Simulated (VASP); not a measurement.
Input of a VASP 6.6.1 run:

The input INCAR:

```
SYSTEM = Rh
  ALGO = Normal
  EDIFF = 1E-6
  ENCUT = 520
  GGA = PE
  ISIF = 2
  ISMEAR = 0
  LASPH = .TRUE.
  LCHARG = .FALSE.
  LREAL = .FALSE.
  LWAVE = .FALSE.
  NBANDS = 14
  NELM = 100
  PREC = Accurate
  SIGMA = 0.1
```

The input KPOINTS:

```
k-points
0
G
  22 22 22
  0 0 0
```

The input POSCAR:

```
Rh
1.0
    2.5356115819      0.0000000000      0.0000000000
    0.0000000000      2.5356115819      0.0000000000
    0.0000000000      0.0000000000      2.5356115819
Rh
1
Direct
    0.0000000000      0.0000000000      0.0000000000
```

Potentials or basis: VASP PAW PBE potentials, release 64 (Rh_pv).

Command:

```console
$ cat potpaw_PBE.64/Rh_pv/POTCAR > POTCAR
$ mpirun -np 1 vasp_std > vasp.out
```

(1) Estimate the band gap on the k mesh.

(2) What does it give for the pressure?

Answers

(1) none (metal or under the smearing width).

(2) 0.0 GPa.
